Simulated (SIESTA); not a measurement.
Crystal: Bi2Te2Se.

```
Bi Te Se
1.0
     2.16097    1.24764   10.58557
    -2.16097    1.24764   10.58557
     0.00000   -2.49527   10.58557
Bi Te Se
2 2 1
Direct
  0.39172 0.39172 0.39172
  0.60828 0.60828 0.60828
  0.78040 0.78040 0.78040
  0.21960 0.21960 0.21960
  0.00000 0.00000 0.00000
```

The cell is a database's computed one.

```yaml
Program: SIESTA 5.4.2
Task: single point
Functional: PBEsol
Potentials_or_basis: PseudoDojo 0.4 standard (PBEsol files)
Basis: DZP (energy shift 0.003 Ry; two zetas on semicore shells)
Grid_cutoff: 500 Ry
Energy_shift: 0.003 Ry
k_mesh: 7 × 7 × 7
Occupations: fermi-dirac, width 0.05 eV
Spin: no spin polarisation
```

On this cell: pressure -0.4 GPa; largest force 0.239 eV/Å; band gap on the k mesh 0.43 eV, direct.

The same run follows on a disturbed copy (atoms moved at random, drawn with an rms of 0.05 Å):

```
Bi Te Se
1.0
     2.16097    1.24764   10.58557
    -2.16097    1.24764   10.58557
     0.00000   -2.49527   10.58557
Bi Te Se
2 2 1
Cartesian
  0.0180 0.0232 12.4398
  0.0157 0.0291 19.2755
  0.0077 -0.0170 24.8027
  -0.0250 -0.0080 6.9533
  -0.0112 -0.0271 0.0267
```

**Question.** What changes?

**Answer.** The energy moves by +3.4 meV/atom; pressure -0.6 GPa; largest force 0.551 eV/Å; band gap on the k mesh 0.44 eV, direct.

Forces in eV/Å, atoms in the order of the input:
```
Bi  -0.031 -0.125 -0.108
Bi  -0.134 -0.116  0.521
Te  -0.011  0.086  0.144
Te   0.142  0.078 -0.351
Se   0.034  0.078 -0.207
```

Stress tensor (GPa, compression positive):
```
-0.55  0.18 -0.31
 0.18 -0.56  0.01
-0.31  0.01 -0.59
```

Caveats: spin-orbit coupling is left out, which as a rule narrows the gap of such compounds by several tenths of an eV; an odd mesh through Γ misses points on the zone boundary, where band edges often lie; the basis of atomic orbitals isn't converged, which shifts pressures, moduli and gaps.
